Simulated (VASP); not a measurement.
Crystal: HgTe (Coloradoite).

```
Hg Te
1.0
     0.00000    3.21450    3.21450
     3.21450    0.00000    3.21450
     3.21450    3.21450    0.00000
Hg Te
1 1
Direct
  0.00000 0.00000 0.00000
  0.75000 0.75000 0.75000
```

* Program: VASP 6.6.1
* Task: relaxation of cell and atoms
* Functional: vdW-DF
* Potentials or basis: VASP PAW PBE potentials, release 64 (Hg, Te)
* Cutoff: 600 eV
* k mesh: 7 × 7 × 7
* Occupations: fermi-dirac, width 0.05 eV
* Spin: no spin polarisation

At the start: pressure 7.4 GPa; volume 33.22 Å³/atom.

How do energy, volume and symmetry change on relaxing?

Over 3 steps the energy falls by 118.3 meV/atom and the volume is 39.24 Å³/atom (+18.1 %); space group F-43m (No. 216, to 0.05 Å).

The path:
```tsv
step	energy change (eV)	largest force (eV/Å)	pressure (GPa)	volume (Å³)
1	0.0000	0.0000	7.39	66.43
2	-0.2231	0.0000	-1.13	82.28
3	-0.2366	0.0000	0.04	78.47
```

Final structure:
```yaml
crystal:
  lattice:
    - [0.00000, 3.39802, 3.39802]
    - [3.39802, 0.00000, 3.39802]
    - [3.39802, 3.39802, 0.00000]
  atoms:
    - { symbol: Hg, position: [0.00000, 0.00000, 0.00000] }
    - { symbol: Te, position: [0.75000, 0.75000, 0.75000] }
```

Caveat: the volume moved by over 15 % at a fixed basis, so the end points are rough; the PAW data sets were made with another functional, which shifts forces and pressure a little; the volume moved by +18 % from the deposited cell, more than functionals usually miss.
